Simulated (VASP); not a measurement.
# Vibrations of TiO2 (Rutile): a test of the settings, part 2 of 3

How far do the zone-centre frequencies of TiO2 (Rutile) depend on the numerical settings? The starting structure is a measured crystal structure from the Crystallography Open Database.

VASP 6.6.1.

## Step 2: Reference modes (continued)

Level of this step: LDA; plane waves and PAW (Ti_sv, O) (VASP).

From OUTCAR (step 2):

```text
ion  position               nearest neighbor table
   1  0.500  0.500  0.500-   4 1.93   6 1.93   4 1.93   6 1.93   5 1.96   3 1.96
   2  0.000  0.000  0.000-   3 1.93   5 1.93   3 1.93   5 1.93   4 1.96   6 1.96
   3  0.804  0.196  0.500-   2 1.93   2 1.93   1 1.96
   4  0.696  0.696  0.000-   1 1.93   1 1.93   2 1.96
   5  0.196  0.804  0.500-   2 1.93   2 1.93   1 1.96
   6  0.304  0.304  0.000-   1 1.93   1 1.93   2 1.96

  LATTYP: Found a simple tetragonal cell.
 ALAT       =     4.5544410104
 C/A-ratio  =     0.6417098247

 Subroutine GETGRP returns: Found 16 space group operations
 (whereof  8 operations were pure point group operations)

The static configuration has the point symmetry D_2h.
 The point group associated with its full space group is D_4h.

 Found     50 irreducible k-points:

   k-points           NKPTS =     50   k-points in BZ     NKDIM =     50   number of bands    NBANDS=     30

   dimension x,y,z NGX =    36 NGY =   36 NGZ =   24
   dimension x,y,z NGXF=    72 NGYF=   72 NGZF=   48

   ENCUT  =  520.0 eV  38.22 Ry    6.18 a.u.   8.47  8.47  5.43*2*pi/ulx,y,z

   NELECT =      48.0000    total number of electrons

 k-points in reciprocal lattice and weights: Automatic mesh
   0.00000000  0.00000000  0.00000000       0.003
   0.16666667  0.00000000  0.00000000       0.014
   0.33333333  0.00000000  0.00000000       0.014
   0.50000000  0.00000000  0.00000000       0.007
   0.16666667  0.16666667  0.00000000       0.014
   0.33333333  0.16666667  0.00000000       0.028
   0.50000000  0.16666667  0.00000000       0.014
   0.33333333  0.33333333  0.00000000       0.014
   0.50000000  0.33333333  0.00000000       0.014
[...]
0.50000000  0.33333333  0.50000000       0.014
   0.50000000  0.50000000  0.50000000       0.003

 average (electrostatic) potential at core
       1 -75.9285       2 -75.9276       3 -70.2009       4 -70.2001       5 -70.1999
       6 -70.2001

 E-fermi :   5.0373

 k-point     1 :       0.0000    0.0000    0.0000
  band No.  band energies     occupation
    ...
     20       2.8574      2.00000
     21       4.1742      2.00000
     22       4.3977      2.00000
     23       4.3978      2.00000
     24       4.8735      2.00000
     25       6.6875      0.00000
     26       6.9676      0.00000
     27       7.2714      0.00000
     28       7.3860      0.00000
     29       7.3860      0.00000
    ...

 k-point     2 :       0.1667    0.0000    0.0000
  band No.  band energies     occupation
    ...
     20       2.8657      2.00000
     21       3.8790      2.00000
     22       3.9842      2.00000
     23       4.1652      2.00000
     24       4.7685      2.00000
     25       6.8504      0.00000
     26       7.1734      0.00000
     27       7.4885      0.00000
     28       7.5072      0.00000
     29       7.5560      0.00000
    ...

 k-point     3 :       0.3333    0.0000    0.0000
  band No.  band energies     occupation
    ...
     20       2.7696      2.00000
     21       2.9448      2.00000
     22       3.5724      2.00000
     23       3.9365      2.00000
     24       4.4509      2.00000
     25       7.1634      0.00000
     26       7.4126      0.00000
     27       7.7759      0.00000
     28       7.8576      0.00000
     29       7.9679      0.00000
    ...

  Total        0.0053438      0.0053438      0.0044312     -0.0023940      0.0927179     -0.0927179
  in kB        0.1412264      0.1412264      0.1171086     -0.0632697      2.4503614     -2.4503624
  external PRESSURE =       0.1331871 kB  Pullay stress =       0.0000000 kB

  energy-cutoff  :      520.00
  volume of cell :       60.62
      direct lattice vectors                 reciprocal lattice vectors
     4.554441010  0.000000000  0.000000000     0.219565913  0.000000000  0.000000000
     0.000000000  4.554441010  0.000000000     0.000000000  0.219565913  0.000000000
     0.000000000  0.000000000  2.922629543     0.000000000  0.000000000  0.342157631

 POSITION                                       TOTAL-FORCE (eV/Angst)
 -----------------------------------------------------------------------------------
      2.27722      2.27722      1.46131        -0.001028      0.001028      0.003298
      0.00000      0.00000      0.00000         0.003383     -0.003383     -0.014601
      3.66117      0.89327      1.44631        -0.002785      0.002785      0.131684
      3.17049      3.17049      0.00000        -0.000541     -0.000767     -0.031100
      0.89327      3.66117      1.46131         0.000203     -0.000203     -0.058180
      1.38395      1.38395      0.00000         0.000767      0.000541     -0.031100
 -----------------------------------------------------------------------------------
    total drift:                                0.000029     -0.000036     -0.000355

  FREE ENERGIE OF THE ION-ELECTRON SYSTEM (eV)
  ---------------------------------------------------
  free  energy   TOTEN  =       -58.7779620399 eV

  energy  without entropy=      -58.7779620399  energy(sigma->0) =      -58.77796204

 Eigenvectors and eigenvalues of the dynamical matrix
 ----------------------------------------------------

   1 f  =   24.478084 THz   153.800339 2PiTHz  816.500998 cm-1   101.233176 meV
             X         Y         Z           dx          dy          dz
      2.277221  2.277221  1.461315     0.000000   -0.000000   -0.000000
      0.000000  0.000000  0.000000    -0.000000    0.000000    0.000000
      3.661167  0.893274  1.461315     0.353553   -0.353553   -0.000000
      3.170494  3.170494  0.000000     0.353553    0.353553    0.000000
      0.893274  3.661167  1.461315    -0.353553    0.353553   -0.000000
      1.383947  1.383947  0.000000    -0.353553   -0.353553    0.000000

   2 f  =   18.335575 THz   115.205816 2PiTHz  611.608951 cm-1    75.829811 meV
             X         Y         Z           dx          dy          dz
      2.277221  2.277221  1.461315     0.000000   -0.000000    0.000000
      0.000000  0.000000  0.000000    -0.000000    0.000000   -0.000000
      3.661167  0.893274  1.461315     0.353553   -0.353553    0.000000
      3.170494  3.170494  0.000000    -0.353553   -0.353553   -0.000000
      0.893274  3.661167  1.461315    -0.353553    0.353553   -0.000000
      1.383947  1.383947  0.000000     0.353553    0.353553    0.000000

   3 f  =   14.654109 THz    92.074483 2PiTHz  488.808465 cm-1    60.604498 meV
             X         Y         Z           dx          dy          dz
      2.277221  2.277221  1.461315    -0.455539   -0.336338    0.000000
      0.000000  0.000000  0.000000     0.344874    0.156671   -0.000000
      3.661167  0.893274  1.461315    -0.253951   -0.108202   -0.000000
      3.170494  3.170494  0.000000     0.349659    0.263587   -0.000000
      0.893274  3.661167  1.461315    -0.253951   -0.108202    0.000000
      1.383947  1.383947  0.000000     0.349659    0.263587   -0.000000

   4 f  =   14.654109 THz    92.074483 2PiTHz  488.808465 cm-1    60.604498 meV
             X         Y         Z           dx          dy          dz
      2.277221  2.277221  1.461315    -0.156671    0.344874   -0.000000
      0.000000  0.000000  0.000000     0.336338   -0.455539    0.000000
      3.661167  0.893274  1.461315    -0.263587    0.349659    0.000000
      3.170494  3.170494  0.000000     0.108202   -0.253951   -0.000000
      0.893274  3.661167  1.461315    -0.263587    0.349659   -0.000000
      1.383947  1.383947  0.000000     0.108202   -0.253951    0.000000

   5 f  =   13.910293 THz    87.400946 2PiTHz  463.997414 cm-1    57.528322 meV
             X         Y         Z           dx          dy          dz
      2.277221  2.277221  1.461315    -0.000000    0.000000    0.000000
      0.000000  0.000000  0.000000     0.000000   -0.000000   -0.000000
      3.661167  0.893274  1.461315     0.000000    0.000000    0.010313
      3.170494  3.170494  0.000000     0.000000   -0.000000    0.707032
      0.893274  3.661167  1.461315    -0.000000   -0.000000   -0.010313
      1.383947  1.383947  0.000000    -0.000000    0.000000   -0.707032

   6 f  =   13.910293 THz    87.400946 2PiTHz  463.997414 cm-1    57.528322 meV
             X         Y         Z           dx          dy          dz
      2.277221  2.277221  1.461315    -0.000000    0.000000    0.000000
      0.000000  0.000000  0.000000     0.000000   -0.000000    0.000000
      3.661167  0.893274  1.461315     0.000000    0.000000   -0.707032
      3.170494  3.170494  0.000000    -0.000000   -0.000000    0.010313
      0.893274  3.661167  1.461315     0.000000    0.000000    0.707032
      1.383947  1.383947  0.000000    -0.000000   -0.000000   -0.010313

   7 f  =   12.533399 THz    78.749669 2PiTHz  418.069194 cm-1    51.833951 meV
             X         Y         Z           dx          dy          dz
      2.277221  2.277221  1.461315    -0.000000   -0.000000    0.000000
      0.000000  0.000000  0.000000    -0.000000    0.000000    0.000000
      3.661167  0.893274  1.461315    -0.353553   -0.353553    0.000000
      3.170494  3.170494  0.000000    -0.353553    0.353553   -0.000000
      0.893274  3.661167  1.461315     0.353553    0.353553    0.000000
      1.383947  1.383947  0.000000     0.353553   -0.353553   -0.000000

   8 f  =   11.834671 THz    74.359433 2PiTHz  394.762143 cm-1    48.944246 meV
             X         Y         Z           dx          dy          dz
      2.277221  2.277221  1.461315     0.000000    0.000000    0.082028
      0.000000  0.000000  0.000000    -0.000000   -0.000000   -0.082028
      3.661167  0.893274  1.461315     0.000000    0.000000    0.496624
      3.170494  3.170494  0.000000     0.000000   -0.000000   -0.496624
      0.893274  3.661167  1.461315    -0.000000   -0.000000    0.496624
      1.383947  1.383947  0.000000    -0.000000    0.000000   -0.496624

   9 f  =   11.507508 THz    72.303804 2PiTHz  383.849142 cm-1    47.591207 meV
             X         Y         Z           dx          dy          dz
      2.277221  2.277221  1.461315     0.176810   -0.447648    0.000000
      0.000000  0.000000  0.000000    -0.237384    0.474845    0.000000
      3.661167  0.893274  1.461315    -0.116142    0.305301    0.000000
      3.170494  3.170494  0.000000     0.168586   -0.328848   -0.000000
      0.893274  3.661167  1.461315    -0.116142    0.305301   -0.000000
      1.383947  1.383947  0.000000     0.168586   -0.328848   -0.000000

  10 f  =   11.507508 THz    72.303804 2PiTHz  383.849142 cm-1    47.591207 meV
             X         Y         Z           dx          dy          dz
      2.277221  2.277221  1.461315    -0.474845   -0.237384   -0.000000
      0.000000  0.000000  0.000000     0.447648    0.176810   -0.000000
      3.661167  0.893274  1.461315     0.328848    0.168586    0.000000
      3.170494  3.170494  0.000000    -0.305301   -0.116142   -0.000000
      0.893274  3.661167  1.461315     0.328848    0.168586   -0.000000
      1.383947  1.383947  0.000000    -0.305301   -0.116142   -0.000000

  11 f  =    4.456726 THz    28.002438 2PiTHz  148.660393 cm-1    18.431531 meV
             X         Y         Z           dx          dy          dz
      2.277221  2.277221  1.461315    -0.385047    0.437692   -0.000000
      0.000000  0.000000  0.000000    -0.141775    0.251819   -0.000000
      3.661167  0.893274  1.461315     0.180294   -0.261773    0.000000
      3.170494  3.170494  0.000000     0.275023   -0.334151    0.000000
      0.893274  3.661167  1.461315     0.180294   -0.261773    0.000000
      1.383947  1.383947  0.000000     0.275023   -0.334151    0.000000

  12 f  =    4.456726 THz    28.002438 2PiTHz  148.660393 cm-1    18.431531 meV
             X         Y         Z           dx          dy          dz
      2.277221  2.277221  1.461315     0.251819    0.141775    0.000000
      0.000000  0.000000  0.000000     0.437692    0.385047    0.000000
      3.661167  0.893274  1.461315    -0.334151   -0.275023   -0.000000
      3.170494  3.170494  0.000000    -0.261773   -0.180294   -0.000000
      0.893274  3.661167  1.461315    -0.334151   -0.275023   -0.000000
      1.383947  1.383947  0.000000    -0.261773   -0.180294   -0.000000

  13 f  =    4.404717 THz    27.675652 2PiTHz  146.925537 cm-1    18.216437 meV
             X         Y         Z           dx          dy          dz
      2.277221  2.277221  1.461315     0.000000    0.000000   -0.449436
      0.000000  0.000000  0.000000     0.000000    0.000000   -0.449436
      3.661167  0.893274  1.461315    -0.000000   -0.000000    0.386010
      3.170494  3.170494  0.000000    -0.000000   -0.000000    0.386010
      0.893274  3.661167  1.461315    -0.000000   -0.000000    0.386010
      1.383947  1.383947  0.000000    -0.000000   -0.000000    0.386010
    [... 42 further lines ...]
      3.170494  3.170494  0.000000    -0.000000    0.000000   -0.317799
      0.893274  3.661167  1.461315    -0.000000    0.000000   -0.317799
      1.383947  1.383947  0.000000    -0.000000    0.000000   -0.317799

 ELASTIC MODULI CONTR FROM IONIC RELAXATION (kBar)
 Direction    XX          YY          ZZ          XY          YZ          ZX
 --------------------------------------------------------------------------------
 XX        -384.7158    225.5496   -129.1032      0.0000      0.0000     -0.0000
 YY         225.5496   -384.7158   -129.1032     -0.0000      0.0000     -0.0000
 ZZ        -129.1032   -129.1032   -209.4370      0.0000      0.0000     -0.0000
 XY           0.0000      0.0000      0.0000    -15.6490     -0.0000      0.0000
 YZ           0.0000      0.0000      0.0000     -0.0000   -319.0929      0.0000
 ZX          -0.0000     -0.0000     -0.0000      0.0000      0.0000   -319.0920
 --------------------------------------------------------------------------------

 total charge
# of ion       s       p       d       tot
------------------------------------------
    1        2.234   6.329   1.779  10.341
    2        2.234   6.329   1.779  10.341
    3        1.563   3.493   0.000   5.056
    4        1.563   3.493   0.000   5.056
    5        1.563   3.493   0.000   5.056
    6        1.563   3.493   0.000   5.056
--------------------------------------------------
tot         10.719  26.629   3.558  40.906

[... 3 further parts left out ...]
```

The last energy, forces, stress and levels in OUTCAR belong to the last displaced cell, not to the cell of POSCAR.

Reference: the zone-centre modes are at the top B2g 816.5, A1g 611.6, Eu (3) 488.8, Eg 464.0 cm⁻¹, at the bottom Eu (1) 148.7, A2u 146.9, B1g 136.3, B1u (1) 108.0 cm⁻¹, with 3 more of the listed ones between.

## Step 3: Modes with a 3×3×4 mesh

Against step 2 the input has a 3×3×4 mesh (also changed: KPAR).

Contents of INCAR:

```
SYSTEM = TiO2
PREC = Accurate
ENCUT = 520
EDIFF = 1E-08
NELM = 100
ISMEAR = 0
SIGMA = 0.03
LREAL = .FALSE.
ALGO = Normal
GGA = CA
NBANDS = 30
LASPH = .TRUE.
LORBIT = 11
LWAVE = .FALSE.
LCHARG = .FALSE.
KPAR = 4
IBRION = 6
NFREE = 2
POTIM = 0.015
NSW = 1
ISIF = 2
```

Contents of POSCAR:

```
TiO2
1.0
    4.5544410104      0.0000000000      0.0000000000
    0.0000000000      4.5544410104      0.0000000000
    0.0000000000      0.0000000000      2.9226295426
Ti O
2 4
Direct
    0.5000000000      0.5000000000      0.5000000000
    0.0000000000      0.0000000000      0.0000000000
    0.8038675460      0.1961324540      0.5000000000
    0.6961324540      0.6961324540      0.0000000000
    0.1961324540      0.8038675460      0.5000000000
    0.3038675460      0.3038675460      0.0000000000
```

Contents of KPOINTS:

```
Automatic mesh
0
Gamma
3 3 4
0 0 0
```

PAW data sets: Ti_sv and O (LDA family, release 64).

On the command line:

```sh
$ mpirun -np 8 vasp_std
```

The log of the run:

```text
[banner, memory and clock lines left out]
running    8 mpi-ranks, on    1 nodes
[...]
[... a notice as in an earlier step ...]

 LDA part: xc-table for (Slater(with rela. corr.)+CA(PZ))
 , standard interpolation
 POSCAR, INCAR and KPOINTS ok, starting setup
[...]
entering main loop
       N       E                     dE             d eps       ncg     rms          rms(c)
DAV:   1     0.663925874046E+03    0.66393E+03   -0.24777E+04   540   0.191E+03
DAV:   2     0.353487875427E+02   -0.62858E+03   -0.59722E+03   572   0.552E+02
DAV:   3    -0.707167674241E+02   -0.10607E+03   -0.10434E+03   842   0.205E+02
DAV:   4    -0.753795273680E+02   -0.46628E+01   -0.46573E+01   728   0.433E+01
[...]
DAV:  15    -0.587636220840E+02   -0.32969E-06   -0.29604E-06   706   0.115E-02    0.195E-03
DAV:  16    -0.587636220584E+02    0.25596E-07   -0.26153E-07   722   0.344E-03    0.147E-03
DAV:  17    -0.587636220571E+02    0.12942E-08   -0.53770E-08   578   0.208E-03
   1 F= -.58763622E+02 E0= -.58763622E+02  d E =-.154817E-15
[... from here on, the cycles between the ionic steps are left out ...]
   2 F= -.58761720E+02 E0= -.58761720E+02  d E =-.119420E-14
   3 F= -.58761720E+02 E0= -.58761720E+02  d E =-.120199E-14
   4 F= -.58763450E+02 E0= -.58763450E+02  d E =-.353465E-15
   5 F= -.58763450E+02 E0= -.58763450E+02  d E =-.351273E-15
   6 F= -.58762227E+02 E0= -.58762227E+02  d E =-.245100E-15
   7 F= -.58762301E+02 E0= -.58762301E+02  d E =-.184336E-14
   8 F= -.58762645E+02 E0= -.58762645E+02  d E =-.474942E-15
   9 F= -.58762645E+02 E0= -.58762645E+02  d E =-.473361E-15
 Finite differences progress:
  Degree of freedom:   4/  4
  Displacement:        2/  2
  Total:               8/  8
```

The job ended after 14 s (8 MPI ranks of Intel Xeon 6975P-C (Granite Rapids), shared host; peak memory 1.5 GiB; 1.7 min of CPU time).

OUTCAR, selected parts (step 3):

```text
  Total       -0.0412976     -0.0412976      0.1677235     -0.0023529      0.0921664     -0.0921664
  in kB       -1.0914198     -1.0914198      4.4326217     -0.0621824      2.4357870     -2.4357878
  external PRESSURE =       0.7499274 kB  Pullay stress =       0.0000000 kB

 POSITION                                       TOTAL-FORCE (eV/Angst)
 -----------------------------------------------------------------------------------
      2.27722      2.27722      1.46131        -0.001052      0.001052      0.004668
      0.00000      0.00000      0.00000         0.003380     -0.003380     -0.011896
      3.66117      0.89327      1.44631        -0.005554      0.005554      0.130477
      3.17049      3.17049      0.00000         0.002226      0.001990     -0.031895
      0.89327      3.66117      1.46131         0.002991     -0.002991     -0.059460
      1.38395      1.38395      0.00000        -0.001990     -0.002226     -0.031895
 -----------------------------------------------------------------------------------
    total drift:                                0.000025     -0.000024     -0.000332

  FREE ENERGIE OF THE ION-ELECTRON SYSTEM (eV)
  ---------------------------------------------------
  free  energy   TOTEN  =       -58.7626451579 eV

  energy  without entropy=      -58.7626451579  energy(sigma->0) =      -58.76264516

[... 1 part as in an earlier step ...]

[... 2 further parts left out ...]
[key lines of the parts left out:]
E-fermi :   5.0342
```

The last energy, forces and stress in OUTCAR belong to the last displaced cell, not to that of POSCAR.

With a 3×3×4 mesh the modes are at the top B2g 816.9, A1g 612.0 cm⁻¹, at the bottom A2u 117.7, B1u (1) 103.2 cm⁻¹, with 7 more of the listed ones between; the largest shift is -29.2 cm⁻¹, in A2u, from the reference.

[end of part 2 of 3]

[Lines on the potential files, build, host, timing and source positions are cut from VASP's logs without a mark.]

[Logs are printed without paths, hosts, clocks, repeated set-up lines and the standing remarks that a program may print on its own settings, such as how far it seeks lower states.]

[Hosts, paths, dates, database ids (printed as entryN), source tags and the programs' standing remarks are cut or masked in the printed files.]
